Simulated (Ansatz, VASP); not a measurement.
BN: 3 runs at one level of theory

The starting cell:

```xyz
2
Lattice="0.0000 1.8130 1.8130 1.8130 0.0000 1.8130 1.8130 1.8130 0.0000" Properties=species:S:1:pos:R:3 pbc="T T T"
N     0.9065    0.9065    0.9065
B     0.0000    0.0000    0.0000
```

The cell is a database's computed one, not the measured one.

Alike in all runs: task relaxation of cell and atoms; functional BLYP; k mesh 13 × 13 × 13; occupations fermi-dirac, width 0.05 eV; no spin polarisation; no spin-orbit coupling.

| program and potentials | plane-wave cutoff (eV) | notes | equilibrium volume (Å³/atom) |
| --- | --- | --- | --- |
| Ansatz, Ansatz PAW | 420 | potentials made for PBE, which Ansatz adapts in part | 6.06 |
| Ansatz, all-electron LAPW, scalar-relativistic | - | - | 6.07 |
| VASP, PBE PAW files B, N, 600 eV | 600 | potentials made for PBE | 6.06 |

The equilibrium volume spans 6.06 (VASP, PBE PAW files B, N, 600 eV) to 6.07 Å³/atom (Ansatz, all-electron LAPW, scalar-relativistic), with all-electron results at 6.07. Some sets were made for another functional than the one run, which can shift their rows. Relaxations stop with a little pressure left, so the last digit of a volume isn't settled.

The functional is the same throughout but for its coding, so the spread measures potentials, basis and numerics; runs on potential files found faulty are left out.
